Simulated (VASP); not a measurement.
Set up this calculation in VASP 6.6.1, as an ASE script.

| Property | Result |
| --- | --- |
| Task | single point |
| Functional | PBE |
| Potentials or basis | VASP PAW PBE potentials, release 64 (Al_GW, N_GW) |
| Cutoff | 550 eV |
| k mesh | 9 × 9 × 7 |
| Occupations | gaussian, width 0.02 eV |
| Spin | no spin polarisation |
| Further INCAR settings | ALGO = Normal; EDIFF = 1.00e-07 |

The structure of AlN lies in AlN.cif:

```cif
data_AlN
_cell_length_a 3.31211574
_cell_length_b 3.31211574
_cell_length_c 4.18756300
_cell_angle_alpha 90.00000000
_cell_angle_beta 90.00000000
_cell_angle_gamma 120.00000000
_space_group_name_H-M_alt 'P1'
_space_group_name_Hall 'P 1'
_space_group_IT_number 1
loop_
_space_group_symop_operation_xyz
'x,y,z'
loop_
_atom_site_label
_atom_site_type_symbol
_atom_site_symmetry_multiplicity
_atom_site_Wyckoff_symbol
_atom_site_fract_x
_atom_site_fract_y
_atom_site_fract_z
_atom_site_occupancy
Al1 Al 1 a 0.6666666667 0.3333333333 0.2500000000 1
Al2 Al 1 a 0.3333333333 0.6666666667 0.7500000000 1
N1 N 1 a 0.6666666667 0.3333333333 0.7500000000 1
N2 N 1 a 0.3333333333 0.6666666667 0.2500000000 1
```

Measurements of this composition are mostly on another form, of space group No. 186.

The input as run:

run.py

```python
from ase.calculators.vasp import Vasp
from ase.dft.bandgap import bandgap
from ase.io import read

atoms = read('AlN.cif')
calc = Vasp(
    directory='calc',
    xc='pbe',
    pp='PBE',
    setups='gw',
    prec='Accurate',
    encut=550,
    ediff=1e-07,
    ismear=0,
    sigma=0.02,
    lreal=False,
    lasph=True,
    nelm=80,
    algo='Normal',
    isif=2,
    lwave=False,
    lcharg=True,
    lelf=True,
    lvhar=True,
    kpts=[9, 9, 7],
    gamma=True,
)
atoms.calc = calc

print('energy (eV):', atoms.get_potential_energy())
print('free energy (eV):', atoms.get_potential_energy(force_consistent=True))
print('forces (eV/A):')
print(atoms.get_forces())
print('stress (eV/A^3, Voigt):', atoms.get_stress())
print('Fermi level (eV):', calc.get_fermi_level())
gap, top, bottom = bandgap(calc)
print('band gap (eV):', gap, 'from (spin, k, band)', top, 'to', bottom)
```

Potentials or basis: VASP PAW PBE potentials, release 64 (Al_GW, N_GW).

Command:

```bash
$ python run.py
```

Results of the run:

```yaml
Pressure: -0.3 GPa
Band_gap_on_the_k_mesh: 3.27 eV, direct
```

Caveat: an odd mesh through Γ misses points on the zone boundary, where band edges often lie.

Wall time 24 s on 1 thread of Intel(R) Xeon(R) Platinum 8488C (Sapphire Rapids), on a shared host, peak memory 0.18 GiB.
